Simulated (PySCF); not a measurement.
# Sn (I4_1/amd) in PySCF: a series of runs

One crystal, Sn, is run at these levels: PBEsol; tasks: single point, equation of state.

Program: PySCF 2.14.0. These are calculated values, not measurements. Logs are shortened: lines on timing, memory, paths and dates and some standing lists are left out, and cuts for length are marked.

**1. The crystal as given**

Symmetry: I4_1/amd, No. 141, tetragonal system. The conventional cell has a = 5.880 Å, b = 5.880 Å, c = 3.199 Å, α = 90.00°, β = 90.00°, γ = 90.00°. Sn (site symmetry -4m2) has 6 Sn at 3.05 to 3.20 Å as nearest neighbours.

**2. Single point, PBEsol, 25.99 Å³/atom (volume scaled by 0.94)**

Contents of run.py:

```python
import json
import numpy as np
from pyscf.pbc import gto, scf, dft, df
from pyscf.pbc.tools import pyscf_ase
from ase.io import read

atoms = read('POSCAR')
cell = pyscf_ase.cell_from_ase(atoms)
cell.basis = 'DZVP-MOLOPT-SR-GTH-q4'
cell.pseudo = 'GTH-PBE-q4'
cell.ke_cutoff = 50  # hartree
cell.exp_to_discard = 0.02
cell.precision = 1e-08
cell.max_memory = 5880  # MB
cell.verbose = 4
cell.build()

res = {}
kpts = cell.make_kpts([6, 6, 6])
mf = dft.KRKS(cell, kpts, xc='pbesol')
mf = mf.multigrid_numint()
mf = mf.smearing(sigma=0.00183747, method='fermi')  # hartree
mf.conv_tol = 1e-07
mf.max_cycle = 60

atoms.calc = pyscf_ase.PySCF(method=mf)
print('ASE energy = %.8f eV' % atoms.get_potential_energy())
mf = atoms.calc.method_scan
res.update(converged=bool(mf.converged), e_tot=mf.e_tot, nelec=cell.nelectron, nao=cell.nao, mesh=list(map(int, cell.mesh)), a=cell.lattice_vectors().tolist(), coords=cell.atom_coords().tolist(),
           mo_energy=[np.real(x).tolist() for x in mf.mo_energy], mo_occ=[np.real(x).tolist() for x in mf.mo_occ])
res.update(e_free=mf.e_free, e_zero=mf.e_zero)
res.update(kpts=cell.get_scaled_kpts(kpts).tolist())
res['parts'] = {k: float(np.real(v)) for k, v in mf.scf_summary.items() if np.isscalar(v)}
json.dump(res, open('results.json', 'w'))
if not mf.converged:
    raise SystemExit('SCF not converged')

print('levels (eV)')
for i, kp in enumerate(res['kpts'][:40]):
    print('k %7.4f %7.4f %7.4f  ' % tuple(kp), ' '.join('%.3f' % (x * 27.211386) for x in res['mo_energy'][i][:9]))

# Mulliken populations
dm, s = np.asarray(mf.make_rdm1()), np.asarray(mf.get_ovlp())
sites = cell.aoslice_by_atom()[:, 2:]
tot = np.einsum('kij,kji->i', dm, s).real / len(kpts)
res['mulliken'] = [cell.atom_charge(i) - tot[a0:a1].sum() for i, (a0, a1) in enumerate(sites)]
print('Mulliken charges', np.round(res['mulliken'], 5))
res['done'] = True
json.dump(res, open('results.json', 'w'))
```

Contents of POSCAR:

```
Sn
1.0
   -2.8801207477      2.8801207477      1.5666540120
    2.8801207477     -2.8801207477      1.5666540120
    2.8801207477      2.8801207477     -1.5666540120
Sn
2
Direct
    0.0000000000      0.0000000000      0.0000000000
    0.7500000000      0.2500000000      0.5000000000
```

Potentials or basis: DZVP-MOLOPT-SR/GTH-PBE (potentials made for PBE).

Command:

```console
OMP_NUM_THREADS=4 python -u run.py > log
```

The log of the run:

```text
Discarded 0 diffused primitive functions, 0 contracted functions

PySCF version 2.14.0

[INPUT] verbose = 4
[INPUT] num. atoms = 2
[INPUT] num. electrons = 8
[INPUT] charge = 0
[INPUT] spin (= nelec alpha-beta = 2S) = 0
[INPUT] symmetry False subgroup None
[INPUT] Mole.unit = angstrom
[INPUT] Symbol           X                Y                Z      unit          X                Y                Z       unit  Magmom
[INPUT]  1 Sn     0.000000000000   0.000000000000   0.000000000000 AA    0.000000000000   0.000000000000   0.000000000000 Bohr   0.0
[INPUT]  2 Sn    -0.000000000000   2.880120747700   0.783327006000 AA   -0.000000000000   5.442639418831   1.480273507316 Bohr   0.0

nuclear repulsion = -8.16985268451791
number of shells = 6
number of NR pGTOs = 90
number of NR cGTOs = 26
basis = DZVP-MOLOPT-SR-GTH-q4
ecp = {}
lattice vectors  a1 [-5.442639419, 5.442639419, 2.960547015]
                 a2 [5.442639419, -5.442639419, 2.960547015]
                 a3 [5.442639419, 5.442639419, -2.960547015]
dimension = 3
low_dim_ft_type = None
Cell volume = 350.793
exp_to_discard = 0.02
rcut = 31.242149115887468 (nimgs = [7 7 5])
precision = 1e-08
pseudo = GTH-PBE-q4
ke_cutoff = 50
    = [29 29 29] mesh (24389 PWs)
Create scanner for <class 'pyscf.pbc.scf.smearing.SmearingKRKS'>
Set new lattice vectors
[[-2.88012075  2.88012075  1.56665401]
 [ 2.88012075 -2.88012075  1.56665401]
 [ 2.88012075  2.88012075 -1.56665401]]
New geometry
   1 Sn     0.000000000000   0.000000000000   0.000000000000 AA    0.000000000000   0.000000000000   0.000000000000 Bohr
   2 Sn    -0.000000000000   2.880120747700   0.783327006000 AA   -0.000000000000   5.442639418831   1.480273507316 Bohr
Discarded 0 diffused primitive functions, 0 contracted functions

******** <class 'pyscf.scf.hf.SmearingKRKS_Scanner'> ********
method = SmearingKRKS_Scanner
initial guess = minao
damping factor = 0
level_shift factor = 0
DIIS = <class 'pyscf.scf.diis.CDIIS'>
diis_start_cycle = 1
diis_space = 8
diis_damp = 0
SCF conv_tol = 1e-07
SCF conv_tol_grad = None
SCF max_cycles = 60
direct_scf = True
direct_scf_tol = 1e-13

******** PBC SCF flags ********
N kpts = 216
Exchange divergence treatment (exxdiv) = ewald
    madelung (= occupied orbital energy shift) = 0.0655903767041409
    Total energy shift due to Ewald probe charge = -1/2 * Nelec*madelung = -0.262361506817
Smearing method = fermi
DF object = <pyscf.pbc.df.fft.FFTDF object>
XC functionals = pbesol
small_rho_cutoff = 0
Uniform grid, mesh = [29 29 29]
Set gradient conv threshold to 0.000316228
nelec by numeric integration = 8.0
init E= -6.90759422528216
    sigma = 0.00183747  Optimized mu = 0.266694007848  entropy = 0.179469869946
nelec by numeric integration = 8.000000000000007
    Total E(T) = -6.96397519506133  Free energy = -6.96430496556326  E0 = -6.9641400803123
cycle= 1 E= -6.96397519506133  delta_E= -0.0564  |g|= 0.212  |ddm|= 31.4
    sigma = 0.00183747  Optimized mu = 0.261929009483  entropy = 0.177251759924
nelec by numeric integration = 8.000000000000004
    Total E(T) = -6.96419650188554  Free energy = -6.96452219667685  E0 = -6.9643593492812
cycle= 2 E= -6.96419650188554  delta_E= -0.000221  |g|= 0.0233  |ddm|= 1.74
    sigma = 0.00183747  Optimized mu = 0.262212514213  entropy = 0.176103057135
nelec by numeric integration = 8.000000000000005
    Total E(T) = -6.96420199681902  Free energy = -6.96452558090342  E0 = -6.96436378886122
cycle= 3 E= -6.96420199681902  delta_E= -5.49e-06  |g|= 0.00272  |ddm|= 0.238
    sigma = 0.00183747  Optimized mu = 0.262220512529  entropy = 0.176366200499
nelec by numeric integration = 8.0
    Total E(T) = -6.96420157153577  Free energy = -6.9645256391382  E0 = -6.96436360533699
cycle= 4 E= -6.96420157153577  delta_E= 4.25e-07  |g|= 0.000217  |ddm|= 0.0298
    sigma = 0.00183747  Optimized mu = 0.262220159049  entropy = 0.176361308623
nelec by numeric integration = 8.000000000000004
    Total E(T) = -6.96420158045115  Free energy = -6.96452563906491  E0 = -6.96436360975803
cycle= 5 E= -6.96420158045115  delta_E= -8.92e-09  |g|= 0.000284  |ddm|= 0.00221
    sigma = 0.00183747  Optimized mu = 0.26222014056  entropy = 0.176360944874
nelec by numeric integration = 8.000000000000007
    Total E(T) = -6.96420158085838  Free energy = -6.96452563880375  E0 = -6.96436360983107
Extra cycle  E= -6.96420158085838  delta_E= -4.07e-10  |g|= 0.000424  |ddm|= 0.00307
converged SCF energy = -6.96420158085838
ASE energy = -189.50557754 eV
levels (eV)
k  0.0000  0.0000  0.0000   -4.449 3.487 4.902 4.902 9.780 13.872 13.872 14.416 14.585
k -0.0000  0.0000  0.1667   -4.201 1.756 5.204 6.092 11.183 11.843 12.656 14.387 14.655
k -0.0000  0.0000  0.3333   -3.441 -0.391 6.098 7.303 9.497 10.543 14.065 14.228 14.760
k -0.0000  0.0000  0.5000   -2.161 -2.161 7.547 7.547 8.712 8.712 13.973 13.973 17.282
k -0.0000  0.0000  0.6667   -3.441 -0.391 6.098 7.303 9.497 10.543 14.065 14.228 14.760
k  0.0000 -0.0000  0.8333   -4.201 1.756 5.204 6.092 11.183 11.843 12.656 14.387 14.655
[... 32 lines left out ...]
k  0.1667  0.0000  0.3333   -2.364 -0.843 6.095 7.617 9.172 9.753 10.753 11.679 17.328
k  0.1667  0.0000  0.5000   -2.364 -0.843 6.095 7.617 9.172 9.753 10.753 11.679 17.328
Mulliken charges [-0.00012  0.00012]
```

It took 2 min on 4 threads of Intel Xeon at 2.50GHz (Skylake/Cascade Lake), shared host; peak memory 2.2 GiB.

Results:

| Quantity | Value |
| --- | --- |
| Free energy | -189.5144 eV |
| Band gap on the k mesh | none (metal or under the smearing width) |

Caveat: the k mesh is coarse (spacing up to 0.38 Å⁻¹), so the values aren't converged; the potentials were made for another functional, which shifts forces and pressure; the basis of atomic orbitals isn't converged, which shifts pressures, moduli and gaps.

**3. Single point, PBEsol, 26.54 Å³/atom (volume scaled by 0.96)**

run.py is that of step 2.

Contents of POSCAR:

```
Sn
1.0
   -2.9004039564      2.9004039564      1.5776871502
    2.9004039564     -2.9004039564      1.5776871502
    2.9004039564      2.9004039564     -1.5776871502
Sn
2
Direct
    0.0000000000      0.0000000000      0.0000000000
    0.7500000000      0.2500000000      0.5000000000
```

Potentials or basis: DZVP-MOLOPT-SR/GTH-PBE (potentials made for PBE).

Command:

```console
OMP_NUM_THREADS=4 python -u run.py > log
```

Run time: 2 min. Hardware: 4 threads of Intel Xeon at 2.50GHz (Skylake/Cascade Lake), shared host; peak memory 2.2 GiB.

Results (log left out):

* Free energy: -189.5505 eV
* Band gap on the k mesh: none (metal or under the smearing width)

Caveat: the k mesh is coarse (spacing up to 0.38 Å⁻¹), so the values aren't converged; the potentials were made for another functional, which shifts forces and pressure; the basis of atomic orbitals isn't converged, which shifts pressures, moduli and gaps.

**4. Single point, PBEsol, 27.10 Å³/atom (volume scaled by 0.98)**

run.py is that of step 3.

Contents of POSCAR:

```
Sn
1.0
   -2.9204073745      2.9204073745      1.5885680951
    2.9204073745     -2.9204073745      1.5885680951
    2.9204073745      2.9204073745     -1.5885680951
Sn
2
Direct
    0.0000000000      0.0000000000      0.0000000000
    0.7500000000      0.2500000000      0.5000000000
```

Command:

```console
OMP_NUM_THREADS=4 python -u run.py > log
```

It took 2.1 min on 4 threads of Intel Xeon at 2.50GHz (Skylake/Cascade Lake), shared host; peak memory 2.2 GiB.

The run converged. Its results:

| Item | Value |
| --- | --- |
| Free energy | -189.5765 eV |
| Band gap on the k mesh | none (metal or under the smearing width) |

Caveat: the k mesh is coarse (spacing up to 0.38 Å⁻¹), so the values aren't converged; the potentials were made for another functional, which shifts forces and pressure; the basis of atomic orbitals isn't converged, which shifts pressures, moduli and gaps.

**5. Single point, PBEsol, 27.65 Å³/atom**

run.py is that of step 4.

Contents of POSCAR:

```
Sn
1.0
   -2.9401404553      2.9401404553      1.5993019889
    2.9401404553     -2.9401404553      1.5993019889
    2.9401404553      2.9401404553     -1.5993019889
Sn
2
Direct
    0.0000000000      0.0000000000      0.0000000000
    0.7500000000      0.2500000000      0.5000000000
```

Command:

```console
OMP_NUM_THREADS=4 python -u run.py > log
```

It took 2 min on 4 threads of Intel Xeon at 2.50GHz (Skylake/Cascade Lake), shared host; peak memory 2.2 GiB.

Results (log left out):

| Quantity | Value |
| --- | --- |
| Free energy | -189.5937 eV |
| Band gap on the k mesh | none (metal or under the smearing width) |

Caveat: the k mesh is coarse (spacing up to 0.37 Å⁻¹), so the values aren't converged; the potentials were made for another functional, which shifts forces and pressure; the basis of atomic orbitals isn't converged, which shifts pressures, moduli and gaps.

**6. Single point, PBEsol, 28.20 Å³/atom (volume scaled by 1.02)**

run.py is that of step 5.

Contents of POSCAR:

```
Sn
1.0
   -2.9596121516      2.9596121516      1.6098937015
    2.9596121516     -2.9596121516      1.6098937015
    2.9596121516      2.9596121516     -1.6098937015
Sn
2
Direct
    0.0000000000      0.0000000000      0.0000000000
    0.7500000000      0.2500000000      0.5000000000
```

Potentials or basis: DZVP-MOLOPT-SR/GTH-PBE (potentials made for PBE).

Command:

```console
OMP_NUM_THREADS=4 python -u run.py > log
```

It took 2.1 min on 4 threads of Intel Xeon at 2.50GHz (Skylake/Cascade Lake), shared host; peak memory 2.2 GiB.

It converged, with:

| Property | Result |
| --- | --- |
| Free energy | -189.6029 eV |
| Band gap on the k mesh | none (metal or under the smearing width) |

Caveat: the k mesh is coarse (spacing up to 0.37 Å⁻¹), so the values aren't converged; the potentials were made for another functional, which shifts forces and pressure; the basis of atomic orbitals isn't converged, which shifts pressures, moduli and gaps.

**7. Single point, PBEsol, 28.76 Å³/atom (volume scaled by 1.04)**

run.py is that of step 6.

Contents of POSCAR:

```
Sn
1.0
   -2.9788309508      2.9788309508      1.6203478496
    2.9788309508     -2.9788309508      1.6203478496
    2.9788309508      2.9788309508     -1.6203478496
Sn
2
Direct
    0.0000000000      0.0000000000      0.0000000000
    0.7500000000      0.2500000000      0.5000000000
```

Command:

```console
OMP_NUM_THREADS=4 python -u run.py > log
```

Wall time 2 min (4 threads of Intel Xeon at 2.50GHz (Skylake/Cascade Lake), shared host); peak memory 2.2 GiB.

Results (log left out):

```
Free energy            : -189.6051 eV
Band gap on the k mesh : none (metal or under the smearing width)
```

Caveat: the k mesh is coarse (spacing up to 0.37 Å⁻¹), so the values aren't converged; the potentials were made for another functional, which shifts forces and pressure; the basis of atomic orbitals isn't converged, which shifts pressures, moduli and gaps.

**8. Single point, PBEsol, 29.31 Å³/atom (volume scaled by 1.06)**

run.py is that of step 7.

Contents of POSCAR:

```
Sn
1.0
   -2.9978049079      2.9978049079      1.6306688148
    2.9978049079     -2.9978049079      1.6306688148
    2.9978049079      2.9978049079     -1.6306688148
Sn
2
Direct
    0.0000000000      0.0000000000      0.0000000000
    0.7500000000      0.2500000000      0.5000000000
```

Command:

```console
OMP_NUM_THREADS=4 python -u run.py > log
```

It took 2 min on 4 threads of Intel Xeon at 2.50GHz (Skylake/Cascade Lake), shared host; peak memory 2.2 GiB.

Results (log left out):

* Free energy: -189.6009 eV
* Band gap on the k mesh: none (metal or under the smearing width)

Caveat: the k mesh is coarse (spacing up to 0.37 Å⁻¹), so the values aren't converged; the potentials were made for another functional, which shifts forces and pressure; the basis of atomic orbitals isn't converged, which shifts pressures, moduli and gaps.

**9. Equation of state, PBEsol**

Potentials or basis: DZVP-MOLOPT-SR/GTH-PBE (potentials made for PBE).

This step only gathers the single runs of the series.

The run converged. Its results:

- Equilibrium volume: 28.66 Å³/atom
- Bulk modulus at fixed shape and positions: 48 GPa
- Pressure derivative of the bulk modulus: 4.9

Energy against volume, from the lowest point:
```
volume (Å³/atom)  energy (meV/atom)
          25.991              45.34
          26.544              27.30
          27.097              14.27
          27.650               5.69
          28.203               1.07
          28.756               0.00
          29.309               2.09
```

Caveat: the k mesh is coarse (spacing up to 0.37 Å⁻¹), so the values aren't converged; the potentials were made for another functional, which shifts forces and pressure; the cell was scaled at fixed shape and fractional positions, which overstates the stiffness of a crystal with free parameters, most of all of layers and chains; the basis of atomic orbitals isn't converged, which shifts pressures, moduli and gaps.
